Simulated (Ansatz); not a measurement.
# Sb (P-1) in Ansatz: convergence with basis error

Aim: find how far basis error must go before the results for Sb settle, at LDA. This setting moves, with any that are tied to it; all else stays.

All numbers are computed with Ansatz 0.2.0; they aren't measurements. Logs are shortened: lines on timing, memory, paths and dates and some standing lists are left out, and cuts for length are marked.

## (1) The cell of the first run

The typed cell holds 2 atoms: a = 4.507 Å, b = 4.507 Å, c = 4.507 Å, α = 57.11°, β = 57.11°, γ = 57.11°.

The cell isn't the ideal one: atoms moved at random, drawn with an rms of 0.05 Å.

## (2) With basis error 0.03 eV/atom

Contents of input.yaml:

```yaml
crystal:
  lattice:
    - [2.1542, 1.2437279499, 3.758]
    - [-2.1542, 1.2437279499, 3.758]
    - [0.0, -2.4874558998, 3.758]
  atoms:
    - { symbol: Sb, position: [0.767643, 0.755074, 0.764791] }
    - { symbol: Sb, position: [0.250038, 0.227441, 0.222317] }
kpoints:
  mp_grid: { grid: [5, 5, 5] }
scf:
  occupations: { method: fermi_dirac, width: 0.05 }
hamiltonian:
  xc: lda
  pseudopotentials: { kind: all_electron, lapw: { basis_error: 0.03 } }
output:
  forces: true
  stress: true
  eigenvalues: true
```

Potentials or basis: all-electron LAPW, scalar-relativistic.

Launch:

```sh
> ansatz run input.yaml --threads 1 --pin off --max-ram 3072MiB --backend cpu --events-out ev --progress --plain --runs-dir out
```

Wall time 6.7 s (1 thread of Arm Neoverse V2, shared host); peak memory 0.25 GiB.

What came out:

```yaml
Free_energy: -352439.3806 eV
Pressure: -1.6 GPa
Largest_force: 0.271 eV/Å
Band_gap_on_the_k_mesh: 0.23 eV, indirect (least direct gap 0.53 eV)
```

## (3) With basis error 0.01 eV/atom

Edit input.yaml of step 2 so:

```diff
@@ -14,3 +14,3 @@
   xc: lda
-  pseudopotentials: { kind: all_electron, lapw: { basis_error: 0.03 } }
+  pseudopotentials: { kind: all_electron, lapw: { basis_error: 0.01 } }
 output:
```

Potentials or basis: all-electron LAPW, scalar-relativistic.

Launch:

```sh
> ansatz run input.yaml --threads 1 --pin off --max-ram 3072MiB --backend cpu --events-out ev --progress --plain --runs-dir out
```

Wall time 7.9 s (1 thread of Arm Neoverse V2, shared host); peak memory 0.27 GiB.

What came out:

* Free energy: -352439.3951 eV
* Pressure: -1.7 GPa
* Largest force: 0.271 eV/Å
* Band gap on the k mesh: 0.23 eV, indirect (least direct gap 0.53 eV)

## (4) With basis error 0.003 eV/atom

Edit input.yaml of step 3 so:

```diff
@@ -14,3 +14,3 @@
   xc: lda
-  pseudopotentials: { kind: all_electron, lapw: { basis_error: 0.01 } }
+  pseudopotentials: { kind: all_electron, lapw: { basis_error: 0.003 } }
 output:
```

Launch:

```sh
> ansatz run input.yaml --threads 1 --pin off --max-ram 3072MiB --backend cpu --events-out ev --progress --plain --runs-dir out
```

Run time: 9.5 s. Hardware: 1 thread of Arm Neoverse V2, shared host; peak memory 0.31 GiB.

What came out:

| Property | Result |
| --- | --- |
| Free energy | -352439.3997 eV |
| Pressure | -1.7 GPa |
| Largest force | 0.271 eV/Å |
| Band gap on the k mesh | 0.23 eV, indirect (least direct gap 0.53 eV) |

## (5) With basis error 0.001 eV/atom

Edit input.yaml of step 4 so:

```diff
@@ -14,3 +14,3 @@
   xc: lda
-  pseudopotentials: { kind: all_electron, lapw: { basis_error: 0.003 } }
+  pseudopotentials: { kind: all_electron, lapw: { basis_error: 0.001 } }
 output:
```

Launch:

```sh
> ansatz run input.yaml --threads 1 --pin off --max-ram 3072MiB --backend cpu --events-out ev --progress --plain --runs-dir out
```

Wall time 12 s (1 thread of Arm Neoverse V2, shared host); peak memory 0.35 GiB.

Results:

```
Free energy            : -352439.4009 eV
Pressure               : -1.7 GPa
Largest force          : 0.270 eV/Å
Band gap on the k mesh : 0.23 eV, indirect (least direct gap 0.53 eV)
```

## (6) With basis error 0.0003 eV/atom

Edit input.yaml of step 5 so:

```diff
@@ -14,3 +14,3 @@
   xc: lda
-  pseudopotentials: { kind: all_electron, lapw: { basis_error: 0.001 } }
+  pseudopotentials: { kind: all_electron, lapw: { basis_error: 0.0003 } }
 output:
```

Potentials or basis: all-electron LAPW, scalar-relativistic.

Launch:

```sh
> ansatz run input.yaml --threads 1 --pin off --max-ram 3072MiB --backend cpu --events-out ev --progress --plain --runs-dir out
```

Wall time 14 s (1 thread of Arm Neoverse V2, shared host); peak memory 0.4 GiB.

The run converged. Its results:

```
Free energy            : -352439.4014 eV
Pressure               : -1.7 GPa
Largest force          : 0.270 eV/Å
Band gap on the k mesh : 0.23 eV, indirect (least direct gap 0.53 eV)
```

## (7) With basis error 0.0001 eV/atom

Edit input.yaml of step 6 so:

```diff
@@ -14,3 +14,3 @@
   xc: lda
-  pseudopotentials: { kind: all_electron, lapw: { basis_error: 0.0003 } }
+  pseudopotentials: { kind: all_electron, lapw: { basis_error: 0.0001 } }
 output:
```

Potentials or basis: all-electron LAPW, scalar-relativistic.

Launch:

```sh
> ansatz run input.yaml --threads 1 --pin off --max-ram 3072MiB --backend cpu --events-out ev --progress --plain --runs-dir out
```

What it wrote:

```text
Warning: RAYON_NUM_THREADS=1 ignored (pool sized by the plan → 1); use --threads N
LAPW: plane waves up to 8.835 Å⁻¹, error target 1.0e-4 eV per atom; small_component_spin mean_spin; Sb in spheres of 1.447 Å, 23 of its electrons in bands, Dirac shells [] (how accurate: hamiltonian.pseudopotentials.lapw.basis_error, Limitations)
Engine: ansatz 0.2.0, aarch64-unknown-linux-gnu
Pseudopotentials: kind: all_electron
Pseudopotential: Sb, LAPW, valence charge 23, lapw/all_electron/scalar/gaussian/Sb, Koelling and Harmon's equation, gaussian nucleus
Functional definition: SPW92
  exchange = slater_x
  correlation = pw_c
Crystal: 2 atoms, lattice volume = 60.411 Å³
Basis set: ecut = 297.37403438499047 eV, 683 PW (Γ), FFT grids on a1−a3, a2−a3, a3, exchange–correlation at level 2
Bands: 28, of which v1, the nominal top of the filled ones, is band 23 counted from 1 (22 counted from 0)
Symmetry: 2 space group operations
Space group: P-1 (ITA 2), of the structure as read, at distance tolerance 3.9e-5 Å
k-points: 63 of 125
Non-local potential: Sb, projectors of the file, none
Initial density: superposition of atomic densities (chi_scale 0.1, normalization cell)
Initial wavefunctions: plane waves of lowest kinetic energy (no species holds an atomic orbital)
Functional: x = slater, c = lda
iter 1 solved again at ethr=1.60e-4 eV; its pass at ethr=1.00e-1 eV (dr2=7.35e-2 eV) is discarded
SCF iter   1: F=—  HF=-352439.424622 eV  |F-HF|=—  |Δ(HF+E_count)|=         —  Δρ=1.19e-2  dr2=7.46e-2  ethr=1.60e-4  ⟨swp⟩=3.0  Hψ=11716  notcnv=0
preconditioner: auto → none  [insulator: Δε(μ)=0.231 eV  Ē_g=9.480 eV  σ=0.050 eV  W_gap=0.82  n_scr=14 (ndim 8)  ℏωp=15.1 eV  f_vac=0.017  D(μ)=0.21/eV (n_scr^D=0)  ε∞_Penn≈3.5]
SCF iter   2: F=—  HF=-352439.404977 eV  |F-HF|=—  |Δ(HF+E_count)|=   1.96e-2  Δρ=5.51e-3  dr2=1.48e-2  ethr=1.60e-4  ⟨swp⟩=2.0  Hψ=5217  notcnv=0
iter 3 solved again at ethr=9.90e-7 eV; its pass at ethr=3.22e-5 eV (dr2=4.55e-4 eV) is discarded
SCF iter   3: F=—  HF=-352439.402011 eV  |F-HF|=—  |Δ(HF+E_count)|=   2.97e-3  Δρ=6.92e-4  dr2=4.53e-4  ethr=9.90e-7  ⟨swp⟩=2.0  Hψ=8816  notcnv=0
SCF iter   4: F=—  HF=-352439.401483 eV  |F-HF|=—  |Δ(HF+E_count)|=         —  Δρ=1.26e-4  dr2=1.33e-5  ethr=9.84e-7  ⟨swp⟩=2.1  Hψ=5217  notcnv=0
the basis was enlarged: its passes take 376.5 KiB over the memory plan, 1 of 1 planned eigensolver slots
SCF iter   5: F=—  HF=-352439.401479 eV  |F-HF|=—  |Δ(HF+E_count)|=   3.88e-6  Δρ=3.58e-5  dr2=1.33e-6  ethr=2.90e-8  ⟨swp⟩=3.0  Hψ=5368  notcnv=0
SCF iter   6: F=-352439.401478 eV  HF=-352439.401478 eV  |F-HF|=7.28e-9  |Δ(HF+E_count)|=   1.02e-6  Δρ=5.99e-6  dr2=1.48e-8  ethr=2.88e-9  ⟨swp⟩=2.0  Hψ=5212  notcnv=0
SCF 1 converged in 6 iterations: F = -352439.401478 eV  dr2 = 1.48e-8
SCF converged after 6 iterations
Free energy (F): -352439.401478 eV
Harris-Foulkes:  -352439.401478 eV  (|F-HF|=7.28e-9)
Internal energy: -352439.399160 eV  (E = F + TS)
E sigma→0 (E₀):  -352439.400319 eV
Entropy (-TS):   -0.002318 eV (-1.159 meV/atom)
Fermi energy:    12.385565 eV
--- Per-component energies (eV) ---
  E_band       = -1809.785900
  E_kinetic    = 371330.196611
  E_xc         = -8986.395591
  E_electrostatic = -714783.200180  (all electrons and nuclei)
  E_smearing   = -0.002318  (= −TS)
  E_closure    = 0.000000  (closes the sum)
  E_atoms      = -352429.757022  (free atoms, spherical and without spin; not in F)
  Σ components = -352439.401478   (vs F -352439.401478, Δ=0.00e0)
  Basis errors (estimates in eV, not in F): energy 3.6e-5 per atom: plane waves 3.2e-5 (1.9e-5 summed), levels above the bands 9.8e-48, relativity 3.3e-9, radial functions 4.2e-6, core shells 4.8e-9; eigenvalues (radial functions only) 2.8e-8; not estimated: angular momenta, meshes, grids; target (lapw.basis_error) 1.0e-4; muffin-tin radii Sb 1.447 Å
--- Forces (eV/Å), atoms counted from 1 ---
  atom   1  Sb     0.03512754     0.04737278     0.26384564
  atom   2  Sb    -0.03512754    -0.04737278    -0.26384564
  max |Σ_I F_I| component: 0.00e0 eV/Å
--- Stress (GPa, compression-positive) ---
       -1.243205       0.086118      -0.202493
        0.086118      -1.354385      -0.386473
       -0.202493      -0.386473      -2.592153
  P = ⅓ Tr σ = -1.7299 GPa (-17.299 kbar)
--- Band table (eV; the first three rows and the last of 63) ---
  k-point 0: bands = ["-131.6047", "-131.6041", "-84.7370", "-84.7343", "-84.7326", "-84.7309", "-84.7229", "-84.7197", "-16.9265", "-16.9106", "-16.8288", "-16.8270", "-16.8100", "-16.7190", "-16.7179", "-16.7140", "-16.6441", "-16.6385", "-0.3348", "7.3791", "10.2608", "10.5896", "10.7179", "14.6377", "14.9877", "15.2138", "17.4800", "17.5268"]
  k-point 1: bands = ["-131.6047", "-131.6041", "-84.7370", "-84.7340", "-84.7327", "-84.7313", "-84.7226", "-84.7199", "-16.9099", "-16.8883", "-16.8228", "-16.8156", "-16.7992", "-16.7283", "-16.7275", "-16.7208", "-16.6664", "-16.6556", "0.0992", "5.9155", "10.4018", "10.5437", "11.1271", "13.9753", "14.0179", "14.1807", "17.1357", "17.6595"]
  k-point 2: bands = ["-131.6046", "-131.6042", "-84.7369", "-84.7334", "-84.7327", "-84.7321", "-84.7219", "-84.7204", "-16.8768", "-16.8304", "-16.8120", "-16.7882", "-16.7705", "-16.7638", "-16.7519", "-16.7354", "-16.7128", "-16.6896", "1.3374", "3.5659", "10.5545", "10.6363", "11.6688", "12.5059", "12.7458", "12.9551", "18.8365", "19.9993"]
  k-point 62: bands = ["-131.6045", "-131.6043", "-84.7362", "-84.7350", "-84.7329", "-84.7312", "-84.7214", "-84.7208", "-16.8605", "-16.8521", "-16.8043", "-16.7871", "-16.7787", "-16.7550", "-16.7500", "-16.7336", "-16.7086", "-16.7001", "2.0858", "3.0339", "8.2199", "10.0769", "10.7796", "13.7071", "13.9542", "15.7567", "18.2504", "19.5269"]
```

Run time: 19 s. Hardware: 1 thread of Arm Neoverse V2, shared host; peak memory 0.46 GiB.

Results:

```yaml
Free_energy: -352439.4015 eV
Pressure: -1.7 GPa
Largest_force: 0.270 eV/Å
Band_gap_on_the_k_mesh: 0.23 eV, indirect (least direct gap 0.53 eV)
```

## (8) Summary

| basis error | energy less the tightest run, at zero smearing (meV/atom) | pressure (GPa) | SCF cycles | CPU time (s) | peak memory (GiB) |
| --- | --- | --- | --- | --- | --- |
| 0.03 eV/atom | 10.44 | -1.62 | 6 | 6.7 | 0.25 |
| 0.01 eV/atom | 3.20 | -1.70 | 6 | 7.9 | 0.27 |
| 0.003 eV/atom | 0.91 | -1.72 | 6 | 9.5 | 0.31 |
| 0.001 eV/atom | 0.28 | -1.73 | 6 | 12 | 0.35 |
| 0.0003 eV/atom | 0.06 | -1.73 | 6 | 14 | 0.4 |
| 0.0001 eV/atom | 0.00 | -1.73 | 6 | 19 | 0.46 |

Against the tightest run, the energy stays within 1 meV/atom from 0.003 eV/atom on; the pressure stays within 0.1 GPa from 0.01 eV/atom on. The tightest run that finished is the yardstick and may itself not be fully converged.

Caveats: spin-orbit coupling is left out, which moves the levels of the heavy elements; an odd mesh through Γ misses points on the zone boundary, where band edges often lie.
